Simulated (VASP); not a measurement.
# Co (Pm-3m) in VASP: notebook

The runs below take Co through single point, relaxation of cell and atoms, with LDA.

Program: VASP 6.6.1. These are calculated values, not measurements. Logs are shortened: lines on timing, memory, paths and dates and some standing lists are left out, and cuts for length are marked.

**1. Starting point**

The structure is cubic, space group Pm-3m (No. 221). Conventional cell: a = 2.225 Å, b = 2.225 Å, c = 2.225 Å, α = 90.00°, β = 90.00°, γ = 90.00°. Co (site symmetry m-3m) is surrounded by 6 Co at 2.22 Å.

This isn't the form of Co at room conditions, which is hcp.

**2. Single point, LDA**

INCAR reads:

```
PREC = Accurate
ENCUT = 520
EDIFF = 1E-6
ISMEAR = -1
SIGMA = 0.1
LREAL = F
LASPH = T
NELM = 80
ALGO = Normal
ISIF = 2
LWAVE = F
LCHARG = T
LELF = T
LVHAR = T
NBANDS = 10
```

KPOINTS reads:

```
regular mesh
0
Gamma
  23 23 23
```

POSCAR reads:

```
Co
1.0
    2.2247716226      0.0000000000      0.0000000000
    0.0000000000      2.2247716226      0.0000000000
    0.0000000000      0.0000000000      2.2247716226
Co
1
Direct
    0.0000000000      0.0000000000      0.0000000000
```

Potentials or basis: VASP PAW LDA potentials, release 64 (Co).

Launch:

```
cat potpaw_LDA.64/Co/POTCAR > POTCAR
mpirun -np 1 vasp_std > vasp.out
```

OUTCAR:

```text
PREC = Accurate
   ENCUT = 520
   EDIFF = 1E-6
   ISMEAR = -1
   LREAL = F
   LASPH = T
   NELM = 80
   ISIF = 2

 ion  position               nearest neighbor table
   1  0.000  0.000  0.000-

  LATTYP: Found a simple cubic cell.
 ALAT       =     2.2247716226

  Lattice vectors:

 A1 = (   2.2247716226,   0.0000000000,   0.0000000000)
 A2 = (   0.0000000000,   2.2247716226,   0.0000000000)
 A3 = (   0.0000000000,   0.0000000000,   2.2247716226)

Analysis of symmetry for initial positions (statically):
=====================================================================
 Subroutine PRICEL returns:
 Original cell was already a primitive cell.

 Routine SETGRP: Setting up the symmetry group for a
 simple cubic supercell.

 Subroutine GETGRP returns: Found 48 space group operations
 (whereof 48 operations were pure point group operations)
 out of a pool of 48 trial point group operations.

The static configuration has the point symmetry O_h .

Analysis of symmetry for dynamics (positions and initial velocities):
=====================================================================
 Subroutine PRICEL returns:
 Original cell was already a primitive cell.

 Routine SETGRP: Setting up the symmetry group for a
 simple cubic supercell.

 Subroutine GETGRP returns: Found 48 space group operations
 (whereof 48 operations were pure point group operations)
 out of a pool of 48 trial point group operations.

The dynamic configuration has the point symmetry O_h .

 Subroutine INISYM returns: Found 48 space group operations
 (whereof 48 operations are pure point group operations),
 and found     1 'primitive' translations

----------------------------------------------------------------------------------------

                                     Primitive cell

  volume of cell :      11.0117

  direct lattice vectors                    reciprocal lattice vectors
     2.224771623  0.000000000  0.000000000     0.449484338  0.000000000  0.000000000
     0.000000000  2.224771623  0.000000000     0.000000000  0.449484338  0.000000000
     0.000000000  0.000000000  2.224771623     0.000000000  0.000000000  0.449484338

  length of vectors
     2.224771623  2.224771623  2.224771623     0.449484338  0.449484338  0.449484338

  position of ions in fractional coordinates (direct lattice)
[... 79 lines left out ...]
   EDIFFG = 0.1E-04   stopping-criterion for IOM
   NSW    =      0    number of steps for IOM
   IBRION =     -1    ionic relax: 0-MD 1-quasi-New 2-CG
   NFREE  =      0    steps in history (QN), initial steepest desc. (CG)
   ISIF   =      2    stress and relaxation
   ISYM   =      2    0-nonsym 1-usesym 2-fastsym
   POTIM  = 0.5000    time-step for ionic-motion
   TEBEG  =    0.0;   TEEND  =   0.0 temperature during run
   PSTRESS=    0.0 pullay stress
   NELECT =       9.0000    total number of electrons
   NUPDOWN=      -1.0000    fix difference up-down
   EMIN   =  10.00;   EMAX   =-10.00  energy-range for DOS
   EFERMI =   0.00;   METHOD = LEGACY
   ISMEAR =    -1;   SIGMA  =   0.10  broadening in eV -4-tet -1-fermi 0-gaus
   EFERMI_NEDOS =   21; number of points for ismear=-14 and -15
   IALGO  =     38    algorithm
   IMIX   =      4    mixing-type and parameters
     AMIX     =   0.40;   BMIX     =  1.00
     AMIX_MAG =   1.60;   BMIX_MAG =  1.00
  volume/ion in A,a.u.               =      11.01        74.31
  Fermi-wavevector in a.u.,A,eV,Ry     =   1.530630  2.892471 31.876114  2.342828
  Thomas-Fermi vector in A             =   2.638086
   LORBIT       =      0    0 simple, 1 ext, 2 COOP (PROOUT), +10 PAW based schemes
   GGA     = CA    functional components
   LHFCALC =     F    Hartree Fock is set to
   AEXX    =    0.0000 exact exchange contribution
   IVDW    =     0    specifies the selected vdW correction
   LEPSILON=     F    determine dielectric tensor
   LRPA    =     F    only Hartree local field effects (RPA)
 non-spin polarized calculation
  energy-cutoff  :      520.00
  volume of cell :       11.01
 maximum number of plane-waves:       305
 NGX is ok and might be reduce to    18
   NGX =  9   NGY =  9   NGZ =  9

 number of electron       8.9999994 magnetization

 Free energy of the ion-electron system (eV)
  ---------------------------------------------------
  ext. energy  EPLUGINS =         0.00000000
  ---------------------------------------------------
  free energy    TOTEN  =        -7.20147436 eV

  energy without entropy =       -7.11697848  energy(sigma->0) =       -7.15922642

 E-fermi :   9.7949     XC(G=0): -13.5463

 val. band max:        9.7946358713   @ k =   0.3478   0.2174   0.0000
 cond. band min:       9.7980258423   @ k =   0.3913   0.1739   0.1304
 fundamental gap:      0.0033899710
 Fermi energy:         9.7949377168

 k-point     1 :       0.0000    0.0000    0.0000
  band No.  band energies     occupation
      1       1.1198      2.00000
      2       5.7646      2.00000
      3       5.7646      2.00000
      4      10.3464      0.00802
      5      10.3464      0.00802
      6      10.3464      0.00802
      7      30.9924      0.00000
      8      30.9924      0.00000
      9      30.9924      0.00000
     10      35.3879      0.00000
[... 287 lines left out ...]
 k-point    24 :       0.0870    0.0870    0.0000
  band No.  band energies     occupation
      1       1.6171      2.00000
      2       5.8965      2.00000
      3       5.9970      2.00000
      4      10.1013      0.08928
      5      10.2152      0.02947
      6      10.2571      0.01948
      7      28.4179      0.00000
      8      29.0155      0.00000
      9      31.6954      0.00000
     10      36.1309      0.00000

 [... further k-points ...]

------------------------ aborting loop because EDIFF is reached ----------------------------------------

  FORCE on cell =-STRESS in cart. coord.  units (eV):
  Direction    XX          YY          ZZ          XY          YZ          ZX
  --------------------------------------------------------------------------------------
  -------------------------------------------------------------------------------------
  Total       -0.0648898     -0.0648898     -0.0648898      0.0000000      0.0000000     -0.0000000
  in kB       -9.4412798     -9.4412798     -9.4412798      0.0000000      0.0000000     -0.0000000
  external PRESSURE =      -9.4412798 kB  Pullay stress =       0.0000000 kB

 VOLUME and BASIS-vectors are now :
 -----------------------------------------------------------------------------
  energy-cutoff  :      520.00
  volume of cell :       11.01
      direct lattice vectors                 reciprocal lattice vectors
     2.224771623  0.000000000  0.000000000     0.449484338  0.000000000  0.000000000
     0.000000000  2.224771623  0.000000000     0.000000000  0.449484338  0.000000000
     0.000000000  0.000000000  2.224771623     0.000000000  0.000000000  0.449484338

 POSITION                                       TOTAL-FORCE (eV/Angst)
 -----------------------------------------------------------------------------------
      0.00000      0.00000      0.00000         0.000000      0.000000      0.000000
 -----------------------------------------------------------------------------------
    total drift:                                0.000000      0.000000      0.000000

  FREE ENERGIE OF THE ION-ELECTRON SYSTEM (eV)
  ---------------------------------------------------
  free  energy   TOTEN  =        -7.2014743564 eV

  energy  without entropy=       -7.1169784783  energy(sigma->0) =       -7.15922642
```

Wall time 18 s (1 thread of Intel Xeon Platinum 8559C (Emerald Rapids), shared host); peak memory 0.14 GiB.

Results:

| Item | Value |
| --- | --- |
| Free energy | -7.2015 eV |
| Pressure | -0.9 GPa |
| Band gap on the k mesh | none (metal or under the smearing width) |

Levels at points of the mesh, in eV from the Fermi level:
| k point | band 3 | band 4 | band 5 | band 6 | band 7 | band 8 |
| --- | --- | --- | --- | --- | --- | --- |
| (0.00, 0.00, 0.00) | -4.03 | 0.55 | 0.55 | 0.55 | 21.20 | 21.20 |

Caveat: the run has no spin polarisation, though such a crystal can be magnetic. Spin polarisation is off, so any magnetic state and its effect on volume and gap are missing.

**3. Single point, LDA**

INCAR reads:

```
SYSTEM = Co
PREC = Accurate
ENCUT = 520
EDIFF = 1E-6
ISMEAR = -1
SIGMA = 0.1
LREAL = .FALSE.
LASPH = .TRUE.
NELM = 80
ALGO = Normal
ISIF = 2
LWAVE = .FALSE.
LCHARG = .FALSE.
NBANDS = 10
```

KPOINTS reads:

```
Automatic mesh
0
G
  14 14 14
  0 0 0
```

POSCAR is that of step 2.

Potentials or basis: VASP PAW LDA potentials, release 64 (Co).

Launch:

```
cat potpaw_LDA.64/Co/POTCAR > POTCAR
mpirun -np 1 vasp_std > vasp.out
```

Run time: 7.4 s. Hardware: 1 thread of Intel Xeon Platinum 8559C (Emerald Rapids), shared host; peak memory 0.12 GiB.

It converged, with:

| Item | Value |
| --- | --- |
| Free energy | -7.2031 eV |
| Pressure | -1.0 GPa |
| Band gap on the k mesh | none (metal or under the smearing width) |

Levels at points of the mesh, in eV from the Fermi level:
```csv
k point,band 1,band 2,band 3,band 4,band 5,band 6,band 7,band 8,band 9
"(0.00, 0.00, 0.00)",-8.68,-4.04,-4.04,0.55,0.55,0.55,21.19,21.19,21.19
"(0.50, 0.00, 0.00)",-4.19,-3.43,-1.29,-0.95,-0.95,0.68,5.34,25.11,28.55
"(0.50, 0.50, 0.00)",-4.96,-2.88,-0.64,-0.64,1.55,5.83,5.83,12.67,14.25
"(0.50, 0.50, 0.50)",-3.66,-3.66,-3.66,1.63,1.63,13.58,13.58,13.58,13.78
```

Caveat: the run has no spin polarisation, though such a crystal can be magnetic. Spin polarisation is off, so any magnetic state and its effect on volume and gap are missing.

**4. Relaxation of cell and atoms, LDA**

This run uses another cell than the first one, of 11.96 Å³/atom, 1.086 times its volume.

INCAR reads:

```
SYSTEM = Co
PREC     = Accurate       ! precision mode
ENCUT    = 600            ! plane-wave cutoff, eV
EDIFF    = 1E-7           ! SCF threshold, eV
ISMEAR   = -1             ! smearing method
SIGMA    = 0.1            ! smearing width, eV
LREAL    = .False.        ! projectors in reciprocal space
LASPH    = .True.         ! aspherical terms in the spheres
NELM     = 100            ! most SCF steps
ALGO     = Normal         ! electronic algorithm
ISIF     = 3              ! what is computed and relaxed
LWAVE    = .False.        ! write WAVECAR
LCHARG   = .False.        ! write CHGCAR
GGA      = CA             ! functional
IBRION   = 2              ! ionic algorithm
NSW      = 80             ! ionic steps
EDIFFG   = -0.01          ! ionic threshold
```

KPOINTS reads:

```
regular mesh
0
Gamma
  14 14 14
  0 0 0
```

POSCAR reads:

```
Co
1.0
    2.2868488050      0.0000000000      0.0000000000
    0.0000000000      2.2868488050      0.0000000000
    0.0000000000      0.0000000000      2.2868488050
Co
1
Direct
    0.0000000000      0.0000000000      0.0000000000
```

Launch:

```
cat potpaw_LDA.64/Co/POTCAR > POTCAR
mpirun -np 1 vasp_std > vasp.out
```

Wall time 15 s (1 thread of Intel Xeon Platinum 8559C (Emerald Rapids), shared host); peak memory 0.13 GiB.

The run converged. Its results:

```
Free energy                            : -7.2037 eV
Relaxed volume                         : 10.96 Å³/atom
Relaxed cell                           : a = 2.221 Å, b = 2.221 Å, c = 2.221 Å, α = 90.00°, β = 90.00°, γ = 90.00°
Space group after relaxing (to 0.05 Å) : Pm-3m (No. 221)
Energy gained by relaxing              : 55.2 meV/atom
Ionic steps                            : 4
Pressure after relaxing                : 0.0 GPa
Band gap on the k mesh                 : none (metal or under the smearing width)
```

The path:
```csv
step,energy change (eV),largest force (eV/Å),pressure (GPa),volume (Å³)
1,0.0000,0.0000,-16.23,11.96
2,0.0178,0.0000,26.23,9.98
3,-0.0552,0.0000,-0.38,10.97
4,-0.0552,0.0000,0.02,10.96
```

Final structure:
```
CELL_PARAMETERS angstrom
2.22095 0.00000 0.00000
0.00000 2.22095 0.00000
0.00000 0.00000 2.22095
ATOMIC_POSITIONS crystal
Co 0.00000 0.00000 0.00000
```

Levels at points of the mesh, in eV from the Fermi level:
| k point | band 1 | band 2 | band 3 | band 4 | band 5 | band 6 | band 7 | band 8 |
| --- | --- | --- | --- | --- | --- | --- | --- | --- |
| (0.00, 0.00, 0.00) | -8.71 | -4.07 | -4.07 | 0.55 | 0.55 | 0.55 | 21.26 | 21.26 |
| (0.50, 0.00, 0.00) | -4.21 | -3.45 | -1.31 | -0.96 | -0.96 | 0.69 | 5.38 | 25.15 |
| (0.50, 0.50, 0.00) | -5.00 | -2.90 | -0.65 | -0.65 | 1.56 | 5.85 | 5.85 | 12.70 |
| (0.50, 0.50, 0.50) | -3.69 | -3.69 | -3.69 | 1.64 | 1.64 | 13.64 | 13.64 | 13.64 |

Caveat: the run has no spin polarisation, though such a crystal can be magnetic. Spin polarisation is off, so any magnetic state and its effect on volume and gap are missing.

**5. Summary**

| task | cell | k mesh | cutoff (eV) | gap on the mesh (eV) | pressure (GPa) |
| --- | --- | --- | --- | --- | --- |
| single point | Pm-3m, 11.01 Å³/atom | 23 × 23 × 23 | 520 | none | -0.9 |
| single point | Pm-3m, 11.01 Å³/atom | 14 × 14 × 14 | 520 | none | -1.0 |
| relaxation of cell and atoms | relaxed | 14 × 14 × 14 | 600 | none | 0.0 |

Alike in all rows: level LDA; potentials or basis VASP PAW LDA potentials, release 64 (Co); no spin polarisation; smearing fermi-dirac 0.1 eV.

Caveats: the run has no spin polarisation, though such a crystal can be magnetic.

Total energies depend on the potentials used, so only differences within one code and one set of settings carry meaning.
